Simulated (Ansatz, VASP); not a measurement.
Two plane-wave programs on Ba

```
Ba
1.0
    -2.57046    2.57046    2.36482
     2.57046   -2.57046    2.36482
     2.57046    2.57046   -2.36482
Ba
1
Direct
  0.00000 0.00000 0.00000
```

Alike in both runs: task single point; functional PBEsol; k mesh 16 × 16 × 16; occupations gaussian, width 0.15 eV; no spin polarisation.

|  | VASP | Ansatz |
| --- | --- | --- |
| version | VASP 6.6.1 | Ansatz 0.2.0 |
| potentials or method | VASP PAW PBE potentials, release 64 (Ba_sv) | scalar-relativistic, plane waves, PAW |
| plane-wave cutoff (eV) | 520 | 420 |
| valence electrons in the cell | 10 | 10 |

```csv
,VASP,Ansatz,Ansatz less VASP
gap on the k mesh at the Fermi level (eV),none,none,-
pressure (GPa),-0.5,-0.6,-0.06
largest component of the traceless stress (GPa),0.31,0.31,-0.005
```

A gap of «none» marks a metal or a gap that the smearing closes. With one functional, cell and mesh, what is left measures potentials, basis and numerics.

Caveats: the PAW data sets were made with another functional, which shifts forces and pressure a little (VASP). Spin-orbit coupling is left out, which matters for the levels of Ba.
